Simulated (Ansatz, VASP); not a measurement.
# GaP: VASP beside Ansatz

```
CELL_PARAMETERS angstrom
0.00000 2.72525 2.72525
2.72525 0.00000 2.72525
2.72525 2.72525 0.00000
ATOMIC_POSITIONS crystal
Ga 0.00000 0.00000 0.00000
P 0.75000 0.75000 0.75000
```

Alike in both runs: task single point; functional PBE; k mesh 8 × 8 × 8; occupations gaussian, width 0.013 eV; no spin polarisation.

|  | VASP | Ansatz |
| --- | --- | --- |
| version | VASP 6.6.1 | Ansatz 0.2.0 |
| potentials or method | VASP PAW PBE potentials, release 64 (Ga_d, P) | Ansatz PAW |
| plane-wave cutoff (eV) | 520 | 420 |
| valence electrons in the cell | 18 | 18 |

VASP gave:

```
gap on the k mesh at the Fermi level (eV) : 1.64
least direct gap on the mesh (eV)         : 1.83
pressure (GPa)                            : 2.4
```

Question: What did Ansatz give for the same quantities?

Answer: gap on the k mesh at the Fermi level (eV): 1.64; least direct gap on the mesh (eV): 1.83; pressure (GPa): 2.5.

The functional is the same, so the differences come from potentials, cutoffs and numerics.

A k mesh can miss the band edges. PBE gaps usually lie below the measured ones, often by a third to a half.
